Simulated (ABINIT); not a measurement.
# Al in ABINIT: the effect of functional

Crystal: Al.

```
CELL_PARAMETERS angstrom
-1.59122 1.59122 1.59122
1.59122 -1.59122 1.59122
1.59122 1.59122 -1.59122
ATOMIC_POSITIONS crystal
Al 0.00000 0.00000 0.00000
```

This isn't the form of Al at room conditions, which is fcc.

Alike in all runs:

| Quantity | Value |
| --- | --- |
| Program | ABINIT 10.8.3 (patched build) |
| Task | single point |
| Potentials or basis | JTH PAW PBE v2.0 |
| Cutoff | 490 eV |
| k mesh | 12 × 12 × 12 |
| Occupations | fermi-dirac, width 0.05 eV |
| Spin | no spin polarisation |

```csv
functional,pressure (GPa)
LDA,1.4
PBEsol,2.5
RPBE,4.7
BLYP,7.9
AM05,1.7
r2SCAN,1.0
SCAN,?
revPBE,4.5
PW91,4.3
WC,2.8
```

Task: What does the run with functional SCAN give?

Result: Pressure 3.7 GPa.

Caveats: the PAW data sets were made with another functional, which shifts forces and pressure a little.

Runs at the PBE level aren't shown here.
